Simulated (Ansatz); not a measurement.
AlP (started from an entry of an open crystallographic database), relaxed with r2SCAN: it is cubic, F-43m (No. 216); conventional cell a = 5.479 Å, 20.55 Å³ an atom. Al is surrounded by 4 P at 2.37 Å; P is surrounded by 4 Al at 2.37 Å. One-shot G0W0@PBE in the PAW code Ansatz on a 4×4×4 mesh (contour deformation, no spin-orbit coupling), from a PBE gap of 1.578 eV over the mesh points (the G0W0 gap is indirect on the mesh); the number N of bands summed and the screening cutoff rise together. (Simulation; spin polarisation is off.)

```
  N  cutoff (eV)  1000/N  G0W0 gap (eV)
 70           80  14.286          2.151
158          140   6.329          2.295
```

Task: Lay a straight line in 1000/N through these rows.

Result: The slope is -0.0181 eV per unit of 1000/N and the intercept 2.410 eV.

Task: Predict the gap at N = 288 (210 eV).

Result: 2.410 + (-0.0181) × 3.472 = 2.347 eV; the run gives 2.350 eV, +0.003 eV from the line.

Task: With that run's result added, what limit do the last two rows suggest?

Result: Their slope is (2.350 − 2.295)/(3.472 − 6.329) = -0.0193, which meets 1/N = 0 at 2.42 eV, against 2.410 eV from the first line. The two lines nearly agree; the k mesh isn't extrapolated.
